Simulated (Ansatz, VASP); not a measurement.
# One calculation of Cs, two programs

```
Cs
1.0
     5.41103    0.00000    0.00000
     0.00000    5.41103    0.00000
     0.00000    0.00000    7.97950
Cs
2
Direct
  0.00000 0.00000 0.00000
  0.50000 0.50000 0.50000
```

Alike in both runs: task single point; functional PBE; k mesh 8 × 8 × 6; occupations gaussian, width 0.1 eV; no spin polarisation.

|  | VASP | Ansatz |
| --- | --- | --- |
| version | VASP 6.6.1 | Ansatz 0.2.0 |
| potentials or method | VASP PAW PBE potentials, release 64 (Cs_sv) | scalar-relativistic, plane waves, PAW |
| plane-wave cutoff (eV) | 520 | 420 |
| valence electrons in the cell | 18 | 18 |

```csv
,VASP,Ansatz,Ansatz less VASP
gap on the k mesh at the Fermi level (eV),none,none,-
pressure (GPa),0.0,0.0,+0.01
```

A gap of «none» marks a metal or a gap that the smearing closes.

The runs have no spin-orbit coupling, so splittings on Cs are missing.
